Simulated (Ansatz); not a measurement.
A plane-wave DFT run in Ansatz 0.2.0 (scalar-relativistic PAW potentials unless the input names others): input and command.

```yaml
crystal:
  lattice:
    - [2.5115635512, 0.0, 0.0]
    - [-1.2557817756, 2.1750778385, 0.0]
    - [0.0, 0.0, 4.1803567986]
  atoms:
    - { symbol: C, position: [0.2816110464, 0.5632220929, -0.0449145114] }
    - { symbol: C, position: [0.6666666667, 0.3333333333, 0.5627318025] }
    - { symbol: C, position: [0.3333333333, 0.6666666667, 0.4372681975] }
    - { symbol: C, position: [0.6666666667, 0.3333333333, 0.9372681975] }
basis:
  ecutwfc: 420
kpoints:
  mp_grid: { grid: [4, 4, 2] }
hamiltonian:
  xc: pbe
scf:
  occupations: { method: gaussian, width: 0.05 }
output:
  forces: true
  eigenvalues: true
  stress: true
```

```bash
ansatz run input.yaml --threads 2 --pin off --max-ram 5120MiB --backend cpu --events-out ev --progress --plain --runs-dir out
```

Abridged log:
```
Pseudopotentials: kind: paw
Pseudopotential: C, paw, valence charge 4, recommended cutoff 420 eV (normal)
Functional definition: PBE
Crystal: 4 atoms, lattice volume = 22.837 Å³
Basis set: ecut = 420 eV, 427 PW (Γ), exchange–correlation on 36×36×60 points (8 copies of the dense FFT grid, shifted against one another)
Bands: 12, of which v1, the nominal top of the filled ones, is band 8 counted from 1 (7 counted from 0)
Symmetry: 2 space group operations
Space group: Cm (ITA 8), of the structure as read, at distance tolerance 2.8e-5 Å
k-points: 14 of 32 (time reversal used)
Initial density: superposition of atomic densities (neutral atoms: chi_scale 0, normalization atom), corrected by the library's trained network
Initial wavefunctions: pseudopotential atomic-orbital guess
Functional: x = pbe(κ = 0.804, μ = 0.21951497), c = pbe(β = 0.06672455)
SCF iter   1: F=—  HF=-998.610719 eV  |F-HF|=—  |Δ(HF+E_count)|=         —  Δρ=1.06e-2  dr2=1.60e-2  ethr=1.77e-3  ⟨swp⟩=5.7  Hψ=992  notcnv=0
SCF iter   2: F=—  HF=-998.607559 eV  |F-HF|=—  |Δ(HF+E_count)|=   3.16e-3  Δρ=4.77e-3  dr2=2.32e-3  ethr=9.99e-5  ⟨swp⟩=2.6  Hψ=398  notcnv=0
SCF iter   3: F=—  HF=-998.607502 eV  |F-HF|=—  |Δ(HF+E_count)|=   5.70e-5  Δρ=1.73e-3  dr2=3.51e-4  ethr=1.45e-5  ⟨swp⟩=2.8  Hψ=252  notcnv=0
SCF iter   4: F=—  HF=-998.607532 eV  |F-HF|=—  |Δ(HF+E_count)|=   3.05e-5  Δρ=2.57e-4  dr2=5.49e-6  ethr=2.19e-6  ⟨swp⟩=2.6  Hψ=267  notcnv=0
SCF iter   5: F=—  HF=-998.607527 eV  |F-HF|=—  |Δ(HF+E_count)|=   5.31e-6  Δρ=2.35e-5  dr2=4.43e-8  ethr=3.43e-8  ⟨swp⟩=2.4  Hψ=280  notcnv=0
SCF iter   6: F=-998.607527 eV  HF=-998.607527 eV  |F-HF|=7.36e-10  |Δ(HF+E_count)|=   5.21e-8  Δρ=4.10e-6  dr2=1.76e-9  ethr=2.77e-10  ⟨swp⟩=2.4  Hψ=641  notcnv=0
SCF 1 converged in 6 iterations: F = -998.607527 eV  dr2 = 1.76e-9
SCF converged after 6 iterations
Free energy (F): -998.607527 eV
Harris-Foulkes:  -998.607527 eV  (|F-HF|=7.36e-10)
Internal energy: -998.605764 eV  (E = F + TS)
E sigma→0 (E₀):  -998.606646 eV
Entropy (-TS):   -0.001763 eV (-0.441 meV/atom)
Fermi energy:    14.720386 eV
--- Forces (eV/Å), atoms counted from 1 ---
  atom   1  C      0.00000000     8.93295447    11.14998383
  atom   2  C      0.00000000    -0.16397450    -6.22463128
  atom   3  C      0.00000000    -0.22173780    -0.04245344
  atom   4  C      0.00000000    -8.54723543    -4.88292998
--- Stress (GPa, compression-positive) ---
       53.440249       0.000000       0.000000
        0.000000       9.937532      -4.184436
        0.000000      -4.184433      55.629805
  P = ⅓ Tr σ = 39.6692 GPa (396.692 kbar)
```

Apart from outputs and empty bands, the input differs from a reference run on usual settings in kpoints.mp_grid.grid: [12, 12, 6] → [4, 4, 2]. The reference, at the same geometry (not necessarily relaxed), gave pressure 39.07 GPa, largest force 13.889 eV/Å, no gap on the mesh. This run converged in 6 SCF iterations (reference: 7) with an energy at zero smearing 42.31 meV/atom above the reference's, pressure 39.67 GPa, largest force 14.287 eV/Å, no gap on the mesh. Its k mesh is looser than usual, and the result moved.

Time: 0.63 s on 2 threads of Intel(R) Xeon(R) Platinum 8259CL CPU @ 2.50GHz (Skylake/Cascade Lake) (shared host), peak memory 0.3 GiB.